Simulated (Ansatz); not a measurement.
# Si16Ge: the cost of one run

Program: Ansatz 0.2.0. Level of theory: DFT PBE, plane waves, PAW, scalar-relativistic, no spin polarisation. These are calculated values, not measurements.

**1. Starting point**

The cell holds 17 atoms (GeSi16): a = 7.679 Å, b = 7.679 Å, c = 7.679 Å, α = 60.00°, β = 60.00°, γ = 60.00°.

The coordinates stand in the first input below.

**2. Relaxing end A**

Contents of input.yaml:

```yaml
crystal:
  lattice:
    - [0.0, 5.43, 5.43]
    - [5.43, 0.0, 5.43]
    - [5.43, 5.43, 0.0]
  atoms:
    - { symbol: Si, position: [0.0, 0.0, 0.0] }
    - { symbol: Si, position: [0.125, 0.125, 0.125] }
    - { symbol: Si, position: [0.0, 0.0, 0.5] }
    - { symbol: Si, position: [0.125, 0.125, 0.625] }
    - { symbol: Si, position: [0.0, 0.5, 0.0] }
    - { symbol: Si, position: [0.125, 0.625, 0.125] }
    - { symbol: Si, position: [0.0, 0.5, 0.5] }
    - { symbol: Si, position: [0.125, 0.625, 0.625] }
    - { symbol: Si, position: [0.5, 0.0, 0.0] }
    - { symbol: Si, position: [0.625, 0.125, 0.125] }
    - { symbol: Si, position: [0.5, 0.0, 0.5] }
    - { symbol: Si, position: [0.625, 0.125, 0.625] }
    - { symbol: Si, position: [0.5, 0.5, 0.0] }
    - { symbol: Si, position: [0.625, 0.625, 0.125] }
    - { symbol: Si, position: [0.5, 0.5, 0.5] }
    - { symbol: Si, position: [0.625, 0.625, 0.625] }
    - { symbol: Ge, position: [0.87947, 0.8874088, 0.873708] }
basis:
  ecutwfc: 420.0
kpoints:
  mp_grid: { grid: [2, 2, 2] }
hamiltonian:
  xc: pbe
  pseudopotentials: { kind: paw, azcp: { folder: soft_1 } }
scf:
  occupations: { method: fermi_dirac, width: 0.02 }
  lower_state_search: "off"
relax:
  f_tol: 0.03
  max_steps: 60
  adjacent_minimum: "off"
```

The run is started by

```sh
$ ansatz run input.yaml --threads 1 --pin off --max-ram 3072MiB --backend cpu --events-out ev --progress --plain --runs-dir out
```

**Question.** How long does this run take on 1 thread of Arm Neoverse V2, shared host, and how much memory does it need?

About 19 s, with a peak of 0.54 GiB.
